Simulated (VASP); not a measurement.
# Te (P3_121) in VASP: a series of runs, part 2 of 2

VASP 6.6.1. The steps go on from the part before.

### 4 Relaxation of shape and atoms at fixed volume, rev-vdW-DF2 (a relaxed cell with its volume scaled by 1.04)

INCAR

```
PREC     = Accurate       # precision mode
ENCUT    = 600            # plane-wave cutoff, eV
EDIFF    = 1E-7           # SCF threshold, eV
ISMEAR   = 0              # smearing method
SIGMA    = 0.03           # smearing width, eV
LREAL    = False          # projectors in reciprocal space
LASPH    = True           # aspherical terms in the spheres
NELM     = 80             # most SCF steps
ALGO     = Normal         # electronic algorithm
ISIF     = 4              # what is computed and relaxed
LWAVE    = False          # write WAVECAR
LCHARG   = False          # write CHGCAR
GGA      = MK             # functional
LUSE_VDW = True         
AGGAC    = 0.0          
PARAM1   = 0.1234       
PARAM2   = 0.711357     
ZAB_VDW  = -1.8867      
IBRION   = 2              # ionic algorithm
NSW      = 40             # ionic steps
EDIFFG   = -0.01          # ionic threshold
```

KPOINTS

```
regular mesh
0
Gamma
  9 9 6
```

POSCAR

```
Te                                      
1.0
    4.4546111788      0.0000000000     -0.0000000000
   -2.2273055894      3.8578064449      0.0000000000
    0.0000000000     -0.0000000000      6.0813253573
  Te            
     3
Direct
     0.2795425563258795    1.0000000000000000    0.3333333332999970
     0.0000000000000000    0.2795425563258724    0.6666666667000030
     0.7204574436741275    0.7204574436741275    0.0000000000000000
```

Run with:

```console
cat potpaw_PBE.64/Te/POTCAR > POTCAR
mpirun -np 1 vasp_std > vasp.out
```

Wall time 7.6 min (1 thread of Intel Xeon Platinum 8488C (Sapphire Rapids), shared host); peak memory 0.63 GiB.

Results (log left out):

```yaml
Free_energy: -4.5044 eV
Energy_gained_by_relaxing: 3.4 meV/atom
Ionic_steps: 6
Pressure_after_relaxing: -0.9 GPa
Band_gap_on_the_k_mesh: 0.14 eV, direct
```

Forces on the atoms (eV/Å):
```
Te   0.003  0.000  0.000
Te  -0.001  0.002  0.000
Te  -0.001 -0.002  0.000
```

The path:
```csv
step,energy change (eV),largest force (eV/Å),pressure (GPa)
1,0.0000,0.1435,-1.77
2,-0.0046,0.1149,-1.57
3,-0.0099,0.0319,-1.03
4,-0.0099,0.0236,-0.98
5,-0.0101,0.0139,-0.96
6,-0.0103,0.0026,-0.93
```

Final structure:
```yaml
crystal:
  lattice:
    - [4.48709, 0.00000, 0.00000]
    - [-2.24354, 3.88593, 0.00000]
    - [0.00000, 0.00000, 5.99362]
  atoms:
    - { symbol: Te, position: [0.27253, 0.00000, 0.33333] }
    - { symbol: Te, position: [0.00000, 0.27253, 0.66667] }
    - { symbol: Te, position: [0.72747, 0.72747, 0.00000] }
```

Levels at points of the mesh, in eV from the valence-band top:
| k point | band 6 | band 7 | band 8 | band 9 | band 10 | band 11 | band 12 | band 13 |
| --- | --- | --- | --- | --- | --- | --- | --- | --- |
| (0.00, 0.00, 0.00) | -2.64 | -1.60 | -1.60 | -0.84 | 0.97 | 0.97 | 1.57 | 5.05 |
| (0.00, 0.00, 0.50) | -2.53 | -1.23 | -0.93 | -0.93 | 0.43 | 0.43 | 0.45 | 4.14 |

Caveat: the PAW data sets were made with another functional, which shifts forces and pressure a little; spin-orbit coupling is left out, which moves the levels of the heavy elements; an odd mesh through Γ misses points on the zone boundary, where band edges often lie.

### 5 Relaxation of shape and atoms at fixed volume, rev-vdW-DF2 (a relaxed cell with its volume scaled by 1.06)

INCAR is that of step 4.

KPOINTS is that of step 4.

POSCAR

```
Te                                      
1.0
    4.4829852634      0.0000000000     -0.0000000000
   -2.2414926317      3.8823791230      0.0000000000
    0.0000000000     -0.0000000000      6.1200609581
  Te            
     3
Direct
     0.2795425563258795    1.0000000000000000    0.3333333332999970
     0.0000000000000000    0.2795425563258724    0.6666666667000030
     0.7204574436741275    0.7204574436741275    0.0000000000000000
```

Run with:

```console
cat potpaw_PBE.64/Te/POTCAR > POTCAR
mpirun -np 1 vasp_std > vasp.out
```

Run time: 8.1 min. Hardware: 1 thread of Intel Xeon Platinum 8488C (Sapphire Rapids), shared host; peak memory 0.63 GiB.

The run converged. Its results:

```yaml
Free_energy: -4.4903 eV
Energy_gained_by_relaxing: 7.7 meV/atom
Ionic_steps: 6
Pressure_after_relaxing: -1.3 GPa
Largest_force_after_relaxing: 0.005 eV/Å
Band_gap_on_the_k_mesh: 0.19 eV, direct
```

Forces in eV/Å, atoms in the order of the input:
```
Te   0.005  0.000  0.000
Te  -0.002  0.004  0.000
Te  -0.002 -0.004  0.000
```

Step by step:
| step | energy change (eV) | largest force (eV/Å) | pressure (GPa) |
| --- | --- | --- | --- |
| 1 | 0.0000 | 0.2099 | -2.52 |
| 2 | -0.0098 | 0.1727 | -2.24 |
| 3 | -0.0220 | 0.0542 | -1.46 |
| 4 | -0.0222 | 0.0355 | -1.34 |
| 5 | -0.0228 | 0.0194 | -1.31 |
| 6 | -0.0231 | 0.0048 | -1.26 |

Final structure:
```xyz
3
Lattice="4.5334 0.0000 0.0000 -2.2667 3.9260 0.0000 0.0000 0.0000 5.9848" Properties=species:S:1:pos:R:3 pbc="T T T"
Te    1.2193    0.0000    1.9949
Te    3.9237    1.0559    3.9899
Te    1.6570    2.8701    5.9848
```

Levels at points of the mesh, in eV from the valence-band top:
```csv
k point,band 7,band 8,band 9,band 10,band 11,band 12
"(0.00, 0.00, 0.00)",-1.56,-1.56,-0.77,0.98,0.98,1.54
"(0.00, 0.00, 0.50)",-1.21,-0.96,-0.96,0.47,0.47,0.51
```

Caveat: the PAW data sets were made with another functional, which shifts forces and pressure a little; spin-orbit coupling is left out, which moves the levels of the heavy elements; an odd mesh through Γ misses points on the zone boundary, where band edges often lie.

### 6 Relaxation of cell and atoms, r2SCAN

This run uses another cell than the first one, of 33.93 Å³/atom, 1.013 times its volume.

INCAR

```
SYSTEM = Te
PREC = Accurate
ENCUT = 600
EDIFF = 1E-6
ISMEAR = 0
SIGMA = 0.03
LREAL = .FALSE.
LASPH = .TRUE.
NELM = 80
ALGO = Normal
ISIF = 3
LWAVE = .FALSE.
LCHARG = .FALSE.
METAGGA = R2SCAN
LMIXTAU = .TRUE.
IBRION = 2
NSW = 90
EDIFFG = -0.01
```

KPOINTS

```
Automatic mesh
0
G
  9 9 6
  0 0 0
```

POSCAR

```
Te
1.0
    4.4540000000      0.0000000000      0.0000000000
   -2.2270000000      3.8572771485      0.0000000000
    0.0000000000      0.0000000000      5.9240000000
Te
3
Direct
    0.2690000000      0.0000000000      0.3333333333
    0.0000000000      0.2690000000      0.6666666667
    0.7310000000      0.7310000000      0.0000000000
```

Potentials or basis: VASP PAW PBE potentials, release 64 (Te).

Run with:

```console
cat potpaw_PBE.64/Te/POTCAR > POTCAR
mpirun -np 1 vasp_std > vasp.out
```

It took 32 min on 1 thread of Intel Xeon Platinum 8259CL at 2.50GHz (Skylake/Cascade Lake), shared host; peak memory 0.32 GiB.

The run converged. Its results:

| Item | Value |
| --- | --- |
| Free energy | -76.2473 eV |
| Relaxed volume | 36.22 Å³/atom |
| Relaxed cell | a = 4.607 Å, b = 4.607 Å, c = 5.913 Å, α = 90.00°, β = 90.00°, γ = 120.00° |
| Space group after relaxing (to 0.05 Å) | P3_121 (No. 152) |
| Energy gained by relaxing | 7.4 meV/atom |
| Ionic steps | 13 |
| Pressure after relaxing | 0.0 GPa |
| Band gap on the k mesh | 0.53 eV, direct |

The path:
```csv
step,energy change (eV),largest force (eV/Å),pressure (GPa),volume (Å³)
1,0.0000,0.0602,0.91,101.78
2,-0.0052,0.1899,-0.40,104.64
3,-0.0060,0.1557,-0.06,103.86
4,-0.0098,0.1346,-0.05,104.34
5,-0.0180,0.0608,0.05,105.79
6,-0.0185,0.1399,0.47,108.70
7,-0.0211,0.0335,0.24,107.26
8,-0.0202,0.0541,-0.46,109.60
9,-0.0217,0.0000,-0.03,108.15
10,-0.0217,0.0018,-0.04,108.20
11,-0.0220,0.0005,-0.04,108.47
12,-0.0221,0.0003,-0.03,108.62
13,-0.0221,0.0009,0.00,108.67
```

Final structure:
```cif
data_structure
_symmetry_space_group_name_H-M 'P 1'
_symmetry_Int_Tables_number 1
_cell_length_a 4.6066
_cell_length_b 4.6066
_cell_length_c 5.9130
_cell_angle_alpha 90.000
_cell_angle_beta 90.000
_cell_angle_gamma 120.000
_cell_volume 108.67
loop_
_atom_site_label
_atom_site_type_symbol
_atom_site_fract_x
_atom_site_fract_y
_atom_site_fract_z
_atom_site_occupancy
Te1 Te 0.25513 0.00000 0.33333 1
Te2 Te 0.00000 0.25513 0.66667 1
Te3 Te 0.74487 0.74487 0.00000 1
```

Levels at points of the mesh, in eV from the valence-band top:
| k point | band 7 | band 8 | band 9 | band 10 | band 11 | band 12 |
| --- | --- | --- | --- | --- | --- | --- |
| (0.00, 0.00, 0.00) | -1.63 | -1.63 | -0.63 | 1.26 | 1.26 | 1.80 |
| (0.00, 0.00, 0.50) | -1.32 | -1.15 | -1.15 | 0.80 | 0.91 | 0.91 |

Caveat: the PAW data sets were made with another functional, which shifts forces and pressure a little; spin-orbit coupling is left out, which moves the levels of the heavy elements; an odd mesh through Γ misses points on the zone boundary, where band edges often lie.

### 7 Overview

```tsv
task	level	cell	gap on the mesh (eV)	pressure (GPa)
relaxation of shape and atoms at fixed volume	rev-vdW-DF2	atoms relaxed at fixed volume	0.05	0.0
relaxation of shape and atoms at fixed volume	rev-vdW-DF2	atoms relaxed at fixed volume from: a relaxed cell with its volume scaled by 1.02	0.10	-0.5
relaxation of shape and atoms at fixed volume	rev-vdW-DF2	atoms relaxed at fixed volume from: a relaxed cell with its volume scaled by 1.04	0.14	-0.9
relaxation of shape and atoms at fixed volume	rev-vdW-DF2	atoms relaxed at fixed volume from: a relaxed cell with its volume scaled by 1.06	0.19	-1.3
relaxation of cell and atoms	r2SCAN	relaxed	0.53	0.0
```

Alike in all rows: potentials or basis VASP PAW PBE potentials, release 64 (Te); no spin polarisation; k mesh 9 × 9 × 6; cutoff (eV) 600; smearing gaussian 0.03 eV.

Caveats: the PAW data sets were made with another functional, which shifts forces and pressure a little; spin-orbit coupling is left out, which moves the levels of the heavy elements; an odd mesh through Γ misses points on the zone boundary, where band edges often lie; the relaxation stopped at its first step, so nothing moved (some runs).

Total energies depend on the potentials used, so only differences within one code and one set of settings carry meaning.
